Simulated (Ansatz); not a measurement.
Crystal: V.

```
V
1.0
    -1.51435    1.51435    1.51435
     1.51435   -1.51435    1.51435
     1.51435    1.51435   -1.51435
V
1
Direct
  0.00000 0.00000 0.00000
```

Base run:

| Quantity | Value |
| --- | --- |
| Program | Ansatz 0.2.0 |
| Functional | PBE |
| Potentials or basis | all-electron LAPW, scalar-relativistic |
| Cutoff | 258 eV |
| Density cutoff | 1030 eV |
| Basis error allowed | 0.001 eV/atom |
| k mesh | 12 × 12 × 12 |
| Occupations | fermi-dirac, width 0.05 eV |
| Spin | collinear spin, ferromagnetic start |
| Starting moments | [2.0] μB |

Its results: pressure -5.4 GPa; net moment 0.00 μB per cell.

Question: The run is repeated on the same cell with these changes: functional from PBE to PBEsol. What comes out?

Answer: Pressure -12.1 GPa; net moment 0.00 μB per cell.

PBEsol binds more tightly than PBE, so the same cell stands under less pressure.

Not every run made on this cell is shown here.
